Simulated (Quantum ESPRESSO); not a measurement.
# P (Cmce) in Quantum ESPRESSO: reference runs

How does P come out in PBEsol? The cell is run as given and disturbed.

Program: Quantum ESPRESSO 7.5. These are calculated values, not measurements. Logs are shortened: lines on timing, memory, paths and dates and some standing lists are left out, and cuts for length are marked.

**1. The crystal as given**

Symmetry: Cmce, No. 64, orthorhombic system. Conventional cell: a = 3.295 Å, b = 10.930 Å, c = 4.544 Å, α = 90.00°, β = 90.00°, γ = 90.00°. Around P (site symmetry m) lie 3 P at 2.20 to 2.25 Å.

**2. Single point, PBEsol**

File pw.in:

```
&CONTROL
  calculation = 'scf'
  prefix = 'pwscf'
  outdir = './tmp'
  pseudo_dir = './pseudo'
  tprnfor = .true.
  tstress = .true.
  disk_io = 'low'
/
&SYSTEM
  ibrav = 0
  celldm(1) = 8
  nat = 4
  ntyp = 1
  ecutwfc = 45
  ecutrho = 360
  nbnd = 16
  occupations = 'smearing'
  smearing = 'fd'
  degauss = 0.00367493
/
&ELECTRONS
  conv_thr = 8d-10
  electron_maxstep = 120
  mixing_beta = 0.5
/
ATOMIC_SPECIES
P     30.9738 p_pbesol_v1.5.uspp.F.UPF
CELL_PARAMETERS alat
  0.3892229035355  -1.2909280701484   0.0000000000000
  0.3892229035355   1.2909280701484   0.0000000000000
  0.0000000000000   0.0000000000000   1.0732783594003
ATOMIC_POSITIONS crystal
P      0.9041431300    0.0958568700    0.5888151700
P      0.0958568700    0.9041431300    0.4111848300
P      0.5958568700    0.4041431300    0.0888151700
P      0.4041431300    0.5958568700    0.9111848300
K_POINTS automatic
8 8 6 0 0 0
```

File pp_density.in:

```
&INPUTPP
  prefix = 'pwscf'
  outdir = './tmp'
  filplot = 'density.dat'
  plot_num = 0
/
&PLOT
  nfile = 1
  filepp(1) = 'density.dat'
  iflag = 3
  output_format = 6
  fileout = 'density.cube'
/
```

File pp_potential.in:

```
&INPUTPP
  prefix = 'pwscf'
  outdir = './tmp'
  filplot = 'potential.dat'
  plot_num = 11
/
&PLOT
  nfile = 1
  filepp(1) = 'potential.dat'
  iflag = 3
  output_format = 6
  fileout = 'potential.cube'
/
```

Potentials or basis: GBRV 1.5 PBEsol.

The run is started by

```bash
OMP_NUM_THREADS=1 mpirun -n 2 pw.x -nk 2 -in pw.in > pw.out
OMP_NUM_THREADS=1 mpirun -n 1 pp.x -in pp_density.in > pp_density.out
OMP_NUM_THREADS=1 mpirun -n 1 pp.x -in pp_potential.in > pp_potential.out
```

pw.out:

```text
This program is part of the open-source Quantum ESPRESSO suite
     for quantum simulation of materials; please cite
[... 6 lines left out ...]
     using ibrav=0 with symmetry is DISCOURAGED, use correct ibrav instead

     K-points division:     npool     =       2
     Subspace diagonalization in iterative solution of the eigenvalue problem:
     a serial algorithm will be used

     G-vector sticks info
     --------------------
     sticks:   dense  smooth     PW     G-vecs:    dense   smooth      PW
     Sum        1845     921    311                63647    22541    4395

     Using Slab Decomposition

     bravais-lattice index     =            0
     lattice parameter (alat)  =       8.0000  a.u.
     unit-cell volume          =     552.2208 (a.u.)^3
     number of atoms/cell      =            4
     number of atomic types    =            1
     number of electrons       =        20.00
     number of Kohn-Sham states=           16
     kinetic-energy cutoff     =      45.0000  Ry
     charge density cutoff     =     360.0000  Ry
     scf convergence threshold =      8.0E-10
     mixing beta               =       0.5000
     number of iterations used =            8  plain     mixing
     Exchange-correlation= SLA  PW   PSX  PSC
                           (   1   4  10   8   0   0   0)

     celldm(1)=   8.000000  celldm(2)=   0.000000  celldm(3)=   0.000000
     celldm(4)=   0.000000  celldm(5)=   0.000000  celldm(6)=   0.000000

     crystal axes: (cart. coord. in units of alat)
               a(1) = (   0.389223  -1.290928   0.000000 )
               a(2) = (   0.389223   1.290928   0.000000 )
               a(3) = (   0.000000   0.000000   1.073278 )

     reciprocal axes: (cart. coord. in units 2 pi/alat)
               b(1) = (  1.284611 -0.387318  0.000000 )
               b(2) = (  1.284611  0.387318 -0.000000 )
               b(3) = ( -0.000000  0.000000  0.931725 )

     PseudoPot. # 1 for P  read from file:
     p_pbesol_v1.5.uspp.F.UPF
     Pseudo is Ultrasoft + core correction, Zval =  5.0
     Generated by new atomic code, or converted to UPF format
     Using radial grid of  903 points,  6 beta functions with:
                l(1) =   0
                l(2) =   0
                l(3) =   1
                l(4) =   1
                l(5) =   2
                l(6) =   2
     Q(r) pseudized with  8 coefficients,  rinner =    1.300   1.300   1.300
                                                       1.300   1.300

     atomic species   valence    mass     pseudopotential
     P                 5.00    30.97380     P ( 1.00)

      8 Sym. Ops., with inversion, found ( 4 have fractional translation)

   Cartesian axes

     site n.     atom                  positions (alat units)
         1        P      tau(   1) = (   0.3892229  -1.0434394   0.6319626  )
         2        P      tau(   2) = (   0.3892229   1.0434394   0.4413158  )
         3        P      tau(   3) = (   0.3892229  -0.2474886   0.0953234  )
         4        P      tau(   4) = (   0.3892229   0.2474886   0.9779550  )

     number of k points=    84  Fermi-Dirac smearing, width (Ry)=  0.0037
                       cart. coord. in units 2pi/alat
        k(    1) = (   0.0000000   0.0000000   0.0000000), wk =   0.0052083
        k(    2) = (   0.0000000   0.0000000   0.1552875), wk =   0.0104167
        k(    3) = (   0.0000000   0.0000000   0.3105749), wk =   0.0104167
        k(    4) = (   0.0000000   0.0000000  -0.4658624), wk =   0.0052083
        k(    5) = (   0.1605764   0.0484148   0.0000000), wk =   0.0208333
        k(    6) = (   0.1605764   0.0484148   0.1552875), wk =   0.0416667
[... 76 lines left out ...]
        k(   83) = (  -1.2846109   0.0000000   0.3105749), wk =   0.0104167
        k(   84) = (  -1.2846109   0.0000000  -0.4658624), wk =   0.0052083

     Dense  grid:    63647 G-vectors     FFT dimensions: (  72,  72,  54)

     Smooth grid:    22541 G-vectors     FFT dimensions: (  48,  48,  40)

     Initial potential from superposition of free atoms

     starting charge      19.9994, renormalised to      20.0000
     Starting wfcs are   16 randomized atomic wfcs

     Self-consistent Calculation

     iteration #  1     ecut=    45.00 Ry     beta= 0.50
     Davidson diagonalization with overlap
     ethr =  1.00E-02,  avg # of iterations =  3.5

     Threshold (ethr) on eigenvalues was too large:
     Diagonalizing with lowered threshold

     Davidson diagonalization with overlap
     ethr =  2.74E-04,  avg # of iterations =  3.8

     total energy              =     -61.90831793 Ry
     estimated scf accuracy    <       0.05635572 Ry

     iteration #  2     ecut=    45.00 Ry     beta= 0.50
     Davidson diagonalization with overlap
     ethr =  2.82E-04,  avg # of iterations =  1.0

     total energy              =     -61.90717613 Ry
     estimated scf accuracy    <       0.01048814 Ry

     iteration #  3     ecut=    45.00 Ry     beta= 0.50
     Davidson diagonalization with overlap
     ethr =  5.24E-05,  avg # of iterations =  2.8

     total energy              =     -61.90772598 Ry
     estimated scf accuracy    <       0.00018431 Ry
[... 26 lines left out ...]
     total energy              =     -61.90801565 Ry
     estimated scf accuracy    <       0.00000002 Ry

     iteration #  8     ecut=    45.00 Ry     beta= 0.50
     Davidson diagonalization with overlap
     ethr =  1.06E-10,  avg # of iterations =  4.4

     total energy              =     -61.90801567 Ry
     estimated scf accuracy    <          3.2E-09 Ry

     iteration #  9     ecut=    45.00 Ry     beta= 0.50
     Davidson diagonalization with overlap
     ethr =  1.59E-11,  avg # of iterations =  3.9

     End of self-consistent calculation

          k = 0.0000 0.0000 0.0000 (  2839 PWs)   bands (ev):

    -9.0997  -6.3357  -3.0488  -0.0703   1.8109   1.8346   2.6621   3.9248
     4.1667   5.5320   7.2552   7.6623   8.5655   9.5419  12.1201  12.9241

          k = 0.0000 0.0000 0.1553 (  2813 PWs)   bands (ev):

    -8.9572  -6.5686  -3.0306  -0.3329   1.4774   2.3698   2.7662   4.0889
     4.6326   4.7570   7.6946   8.3415   8.3572   9.3954  11.4082  12.1162

          k = 0.0000 0.0000 0.3106 (  2822 PWs)   bands (ev):

    -8.5439  -7.1776  -2.7630  -1.1867   1.6077   3.0557   3.3562   3.6857
     3.8418   5.6959   7.9145   8.0462   9.2934   9.8455  10.3653  11.7212

          k = 0.0000 0.0000-0.4659 (  2838 PWs)   bands (ev):

    -7.9111  -7.9111  -2.1126  -2.1126   2.3130   2.3130   3.4565   3.4565
     5.0827   5.0827   8.1048   8.1048   9.6057   9.6057  11.2896  11.2896
[... 203 lines left out ...]
    -9.0817  -6.3823  -3.0371  -0.0032   1.7400   1.7639   2.6468   3.9979
     4.1910   5.7098   7.3422   7.6180   8.6100   9.5250  12.1640  12.5633

          k = 0.0000-0.0968 0.1553 (  2820 PWs)   bands (ev):

    -8.9398  -6.5995  -3.0502  -0.3239   1.4531   2.3900   2.7519   4.1083
     4.7719   4.8319   7.6823   8.3358   8.3726   9.3904  11.4536  11.9863

          k = 0.0000-0.0968 0.3106 (  2817 PWs)   bands (ev):

    -8.5291  -7.1834  -2.8274  -1.2593   1.7531   3.0449   3.5302   3.7127
     3.8494   5.6899   7.9156   8.0383   9.3104   9.6717  10.4091  11.5345

          k = 0.0000-0.0968-0.4659 (  2826 PWs)   bands (ev):

    -7.9026  -7.9026  -2.1972  -2.1972   2.5127   2.5127   3.4527   3.4527
     5.0656   5.0656   8.1098   8.1098   9.6402   9.6402  10.9217  10.9217

          k = 0.6423 0.0000 0.0000 (  2803 PWs)   bands (ev):

    -6.2344  -6.1268  -3.5829  -3.2884   1.0761   1.1723   3.3291   3.3988
     3.7954   4.3942   7.1843   7.3497   8.1414   8.3025   9.8152  10.0029

          k = 0.6423 0.0000 0.1553 (  2807 PWs)   bands (ev):

    -6.1466  -6.0484  -3.6276  -3.3920   0.8779   1.0689   2.7135   2.8325
     4.2692   4.9064   7.0573   7.5378   8.8776   9.1240   9.9033  10.0654

          k = 0.6423 0.0000 0.3106 (  2815 PWs)   bands (ev):

    -5.9371  -5.8723  -3.7575  -3.6491   0.6987   1.0496   1.7866   2.1768
     4.5177   5.0831   8.0050   8.6412   8.9219   9.6330  10.9324  11.4380
[... 68 lines left out ...]
    -9.0361  -6.4949  -3.0082   0.1827   1.5328   1.5905   2.6117   4.2483
     4.2893   6.1393   7.4101   7.5273   8.6983   9.4857  11.5920  12.2703

          k = 0.0000-0.1937 0.1553 (  2817 PWs)   bands (ev):

    -8.8961  -6.6764  -3.0889  -0.3401   1.4768   2.3844   2.7190   4.1535
     4.9060   5.3098   7.6359   8.1851   8.4262   9.3807  11.4203  11.5634

          k = 0.0000-0.1937 0.3106 (  2824 PWs)   bands (ev):

    -8.4919  -7.1993  -2.9664  -1.4322   2.1468   3.0197   3.5828   3.8666
     4.1314   5.6996   7.9347   7.9809   9.2310   9.3545  10.5163  10.8516

          k = 0.0000-0.1937-0.4659 (  2826 PWs)   bands (ev):

    -7.8817  -7.8817  -2.3848  -2.3848   3.0222   3.0222   3.4437   3.4437
     5.0053   5.0053   8.1156   8.1156   9.7262   9.7262  10.1806  10.1806

          k = 0.9635 0.0000 0.0000 (  2800 PWs)   bands (ev):

    -8.2244  -5.8754  -3.6446   0.0841   0.6645   1.1125   1.7849   2.7812
     5.0777   5.8465   7.3294   7.4287   9.6213   9.9430  11.0932  11.8978

          k = 0.9635 0.0000 0.1553 (  2803 PWs)   bands (ev):

    -8.0918  -6.0433  -3.5384  -0.5116   0.2670   1.2269   2.6431   2.8127
     5.0323   5.6039   7.6967   7.8828   9.1343  10.1969  11.1368  11.2680

          k = 0.9635 0.0000 0.3106 (  2813 PWs)   bands (ev):

    -7.7112  -6.5194  -3.1590  -1.5264   0.1220   0.9355   3.1635   3.7438
     5.0392   5.1807   8.0367   8.7846   9.0615   9.8795  11.0442  11.1416
[... 28 lines left out ...]
    -8.9873  -6.6081  -2.9782   0.4442   1.3062   1.3478   2.5788   4.3036
     4.8040   6.5867   7.1180   7.4544   8.7644   9.4485  11.3830  12.3775

          k = 0.0000-0.2905 0.1553 (  2820 PWs)   bands (ev):

    -8.8493  -6.7568  -3.1171  -0.3999   1.6195   2.2774   2.6881   4.1966
     5.2478   5.7926   7.5622   7.7964   8.4531   9.3743  10.9193  11.6742

          k = 0.0000-0.2905 0.3106 (  2820 PWs)   bands (ev):

    -8.4525  -7.2180  -3.0862  -1.5996   2.6548   2.9959   3.4322   3.8824
     4.7108   5.7623   7.8377   7.9858   8.7303   9.4032  10.0935  10.6264

          k = 0.0000-0.2905-0.4659 (  2824 PWs)   bands (ev):

    -7.8604  -7.8604  -2.5540  -2.5540   3.4347   3.4347   3.6275   3.6275
     4.8792   4.8792   8.0990   8.0990   9.5098   9.5098   9.8163   9.8163

          k =-1.2846 0.0000 0.0000 (  2816 PWs)   bands (ev):

    -8.9661  -6.6554  -2.9655   0.6318   1.1028   1.2760   2.5656   4.3261
     5.1613   6.7822   6.7929   7.4306   8.7848   9.4336  11.7455  12.0169

          k =-1.2846 0.0000 0.1553 (  2806 PWs)   bands (ev):

    -8.8289  -6.7912  -3.1260  -0.4340   1.7386   2.1732   2.6758   4.2140
     5.5308   5.9541   7.4317   7.6266   8.4513   9.3725  10.7359  11.7204

          k =-1.2846 0.0000 0.3106 (  2830 PWs)   bands (ev):

    -8.4355  -7.2267  -3.1312  -1.6671   2.9863   3.0938   3.1411   3.8886
     4.9911   5.8144   7.7245   8.0302   8.4977   9.4247   9.7678  10.6730

          k =-1.2846 0.0000-0.4659 (  2812 PWs)   bands (ev):

    -7.8514  -7.8514  -2.6199  -2.6199   3.4310   3.4310   3.9623   3.9623
     4.7585   4.7585   8.0749   8.0749   9.2456   9.2456   9.8550   9.8550

     the Fermi energy is     6.7866 ev

!    total energy              =     -61.90801567 Ry
     estimated scf accuracy    <          2.7E-10 Ry
     smearing contrib. (-TS)   =      -0.00004719 Ry
     internal energy E=F+TS    =     -61.90796848 Ry

     The total energy is F=E-TS. E is the sum of the following terms:
     one-electron contribution =       3.71359717 Ry
     hartree contribution      =       7.29086129 Ry
     xc contribution           =     -23.43402917 Ry
     ewald contribution        =     -49.47839777 Ry

     convergence has been achieved in   9 iterations

     Forces acting on atoms (cartesian axes, Ry/au):

     atom    1 type  1   force =     0.00000000    0.00452171   -0.01060478
     atom    2 type  1   force =     0.00000000   -0.00452171    0.01060478
     atom    3 type  1   force =    -0.00000000   -0.00452171   -0.01060478
     atom    4 type  1   force =    -0.00000000    0.00452171    0.01060478

     Total force =     0.023057     Total SCF correction =     0.000031

     Computing stress (Cartesian axis) and pressure

          total   stress  (Ry/bohr**3)                   (kbar)     P=       -6.19
  -0.00007327   0.00000000   0.00000000          -10.78        0.00        0.00
   0.00000000  -0.00002166   0.00000000            0.00       -3.19        0.00
   0.00000000   0.00000000  -0.00003135            0.00        0.00       -4.61

=------------------------------------------------------------------------------=
   JOB DONE.
=------------------------------------------------------------------------------=
```

Run time: 35 s. Hardware: 2 MPI ranks of Intel Xeon 6975P-C (Granite Rapids), shared host; peak memory 0.4 GiB.

Results:

- Free energy: -842.3015 eV
- Pressure: -0.6 GPa
- Largest force: 0.296 eV/Å
- Band gap on the k mesh: 0.01 eV, direct

Forces in eV/Å, atoms in the order of the input:
```
P    0.000  0.116 -0.273
P    0.000 -0.116  0.273
P    0.000 -0.116 -0.273
P    0.000  0.116  0.273
```

Stress tensor (GPa, compression positive):
```
-1.08  0.00  0.00
 0.00 -0.32  0.00
 0.00  0.00 -0.46
```

Levels at points of the mesh, in eV from the valence-band top:
```csv
k point,band 7,band 8,band 9,band 10,band 11,band 12,band 13,band 14
"(0.00, 0.00, 0.00)",-4.12,-2.86,-2.62,-1.25,0.47,0.88,1.78,2.76
"(0.00, 0.00, -0.50)",-3.33,-3.33,-1.70,-1.70,1.32,1.32,2.82,2.82
"(0.00, -0.50, 0.00)",-3.43,-3.43,-2.70,-2.70,0.54,0.54,1.36,1.36
"(0.00, -0.50, -0.50)",-5.37,-5.37,-1.84,-1.84,1.54,1.54,3.34,3.34
"(-0.50, -0.50, 0.00)",-4.22,-2.46,-1.62,0.00,0.01,0.65,2.00,2.65
"(-0.50, -0.50, -0.50)",-2.82,-2.82,-2.02,-2.02,1.29,1.29,2.46,2.46
```

A k mesh can miss the band edges. A hybrid or GW would open this gap; PBEsol tends to underestimate it.

**3. Single point, PBEsol (atoms moved at random, drawn with an rms of 0.05 Å)**

File pw.in:

```
&CONTROL
  calculation = 'scf'
  prefix = 'pwscf'
  outdir = './tmp'
  pseudo_dir = './pseudo'
  tprnfor = .true.
  tstress = .true.
  disk_io = 'nowf'
/
&SYSTEM
  ibrav = 0
  nat = 4
  ntyp = 1
  ecutwfc = 45
  ecutrho = 360
  nbnd = 16
  occupations = 'smearing'
  smearing = 'fd'
  degauss = 0.00367493
/
&ELECTRONS
  conv_thr = 8d-10
  electron_maxstep = 120
  mixing_beta = 0.5
/
ATOMIC_SPECIES
P     30.9738 p_pbesol_v1.5.uspp.F.UPF
CELL_PARAMETERS angstrom
   1.6477431241   -5.4650377251    0.0000000000
   1.6477431241    5.4650377251    0.0000000000
   0.0000000000    0.0000000000    4.5436355900
ATOMIC_POSITIONS crystal
P      0.9126190000    0.1071780000    0.5932420000
P      0.0942290000    0.9063500000    0.4141000000
P      0.5918150000    0.4067210000    0.0934990000
P      0.4006760000    0.5827710000    0.9059460000
K_POINTS automatic
8 8 6 0 0 0
```

Potentials or basis: GBRV 1.5 PBEsol.

The run is started by

```bash
OMP_NUM_THREADS=1 mpirun -n 2 pw.x -nk 2 -in pw.in > pw.out
```

pw.out:

```text
This program is part of the open-source Quantum ESPRESSO suite
     for quantum simulation of materials; please cite
         "P. Giannozzi et al., J. Phys.:Condens. Matter 21 395502 (2009);
         "P. Giannozzi et al., J. Phys.:Condens. Matter 29 465901 (2017);
         "P. Giannozzi et al., J. Chem. Phys. 152 154105 (2020);
     in publications or presentations arising from this work. More details at

     K-points division:     npool     =       2
     Subspace diagonalization in iterative solution of the eigenvalue problem:
     a serial algorithm will be used

     G-vector sticks info
     --------------------
     sticks:   dense  smooth     PW     G-vecs:    dense   smooth      PW
     Sum        1845     921    311                63647    22541    4395

     Using Slab Decomposition

     bravais-lattice index     =            0
     lattice parameter (alat)  =      10.7866  a.u.
     unit-cell volume          =     552.2208 (a.u.)^3
     number of atoms/cell      =            4
[... 132 lines left out ...]
     Davidson diagonalization with overlap
     ethr =  3.28E-11,  avg # of iterations =  4.3

     End of self-consistent calculation

     Number of k-points >= 100: set verbosity='high' to print the bands.

     the Fermi energy is     6.8224 ev

!    total energy              =     -61.90131519 Ry
     estimated scf accuracy    <          7.2E-10 Ry
     smearing contrib. (-TS)   =      -0.00002904 Ry
     internal energy E=F+TS    =     -61.90128615 Ry

     The total energy is F=E-TS. E is the sum of the following terms:
     one-electron contribution =       2.63238944 Ry
     hartree contribution      =       7.80150367 Ry
     xc contribution           =     -23.48955978 Ry
     ewald contribution        =     -48.84561947 Ry

     convergence has been achieved in   9 iterations

     Forces acting on atoms (cartesian axes, Ry/au):

     atom    1 type  1   force =    -0.02879427   -0.00054143   -0.02700446
     atom    2 type  1   force =    -0.00103503   -0.00043860    0.00703702
     atom    3 type  1   force =     0.00140485   -0.03490144   -0.00993052
     atom    4 type  1   force =     0.02842445    0.03588147    0.02989796

     Total force =     0.076925     Total SCF correction =     0.000047

     Computing stress (Cartesian axis) and pressure

          total   stress  (Ry/bohr**3)                   (kbar)     P=       13.46
  -0.00000061  -0.00000890   0.00011826           -0.09       -1.31       17.40
  -0.00000890   0.00016166   0.00000854           -1.31       23.78        1.26
   0.00011826   0.00000854   0.00011352           17.40        1.26       16.70

=------------------------------------------------------------------------------=
   JOB DONE.
=------------------------------------------------------------------------------=
```

Run time: 69 s. Hardware: 2 MPI ranks of Intel Xeon 6975P-C (Granite Rapids), shared host; peak memory 0.48 GiB.

What came out:

* Free energy: -842.2103 eV
* Pressure: 1.3 GPa
* Largest force: 1.406 eV/Å
* Band gap on the k mesh: 0.24 eV, direct

Forces in eV/Å, atoms in the order of the input:
```
P   -0.740 -0.014 -0.694
P   -0.027 -0.011  0.181
P    0.036 -0.897 -0.255
P    0.731  0.923  0.769
```

Levels at points of the mesh, in eV from the valence-band top:
| k point | band 8 | band 9 | band 10 | band 11 | band 12 | band 13 |
| --- | --- | --- | --- | --- | --- | --- |
| (0.00, 0.00, 0.00) | -2.82 | -2.61 | -1.12 | 0.61 | 0.75 | 1.73 |
| (0.00, 0.00, -0.50) | -3.36 | -1.80 | -1.76 | 1.21 | 1.37 | 2.76 |
| (0.00, -0.50, 0.00) | -3.37 | -2.74 | -2.54 | 0.49 | 0.76 | 1.37 |
| (0.00, -0.50, -0.50) | -5.19 | -1.82 | -1.61 | 1.49 | 1.79 | 3.24 |
| (-0.50, -0.50, 0.00) | -2.54 | -1.48 | 0.00 | 0.24 | 0.59 | 1.92 |
| (-0.50, -0.50, -0.50) | -2.72 | -2.09 | -2.00 | 1.19 | 1.34 | 2.62 |
| (0.50, 0.00, 0.00) | -3.36 | -2.79 | -2.50 | 0.50 | 0.73 | 1.45 |
| (0.50, 0.00, 0.50) | -5.20 | -1.86 | -1.59 | 1.59 | 1.69 | 3.21 |
